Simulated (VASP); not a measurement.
Set up this calculation in VASP 6.6.1, as the native input.

* Task: single point
* Functional: PBEsol
* Potentials or basis: VASP PAW PBE potentials, release 64 (Ge_d)
* Cutoff: 520 eV
* k mesh: 8 × 8 × 4
* Occupations: gaussian, width 0.01 eV
* Spin: no spin polarisation
* Dipole correction: no
* Further INCAR settings: ALGO = Normal; EDIFF = 1e-06; NBANDS = 36

The structure of Ge lies in POSCAR:

```
Ge
1.0
    3.9855000000      0.0000000000      0.0000000000
   -1.9927500000      3.4515442468      0.0000000000
    0.0000000000      0.0000000000      6.5772000000
Ge
4
Direct
    0.3333333333      0.6666666667      0.0629646243
    0.6666666667      0.3333333333      0.5629646243
    0.6666666667      0.3333333333      0.9370353757
    0.3333333333      0.6666666667      0.4370353757
```

The cell was built by a generator and needn't be a form met in nature.

One way to write it, as run:

INCAR

```
ALGO = Normal ; EDIFF = 1E-6
ENCUT = 520 ; GGA = PS
ISIF = 2 ; ISMEAR = 0
LASPH = T ; LCHARG = F
LREAL = F ; LWAVE = F
NBANDS = 36 ; NELM = 100
PREC = Accurate ; SIGMA = 0.01
```

KPOINTS

```
k-points
0
Gamma
  8 8 4
```

Potentials or basis: VASP PAW PBE potentials, release 64 (Ge_d).

Command:

```bash
$ cat potpaw_PBE.64/Ge_d/POTCAR > POTCAR
$ mpirun -np 1 vasp_std > vasp.out
```

It gave:

```yaml
Pressure: 0.5 GPa
Band_gap_on_the_k_mesh: 0.04 eV, indirect (least direct gap 0.08 eV)
```

Caveat: the PAW data sets were made with another functional, which shifts forces and pressure a little.

Run time: 82 s on 1 thread of Intel(R) Xeon(R) Platinum 8175M CPU @ 2.50GHz (Skylake/Cascade Lake) (shared host), peak memory 0.23 GiB.
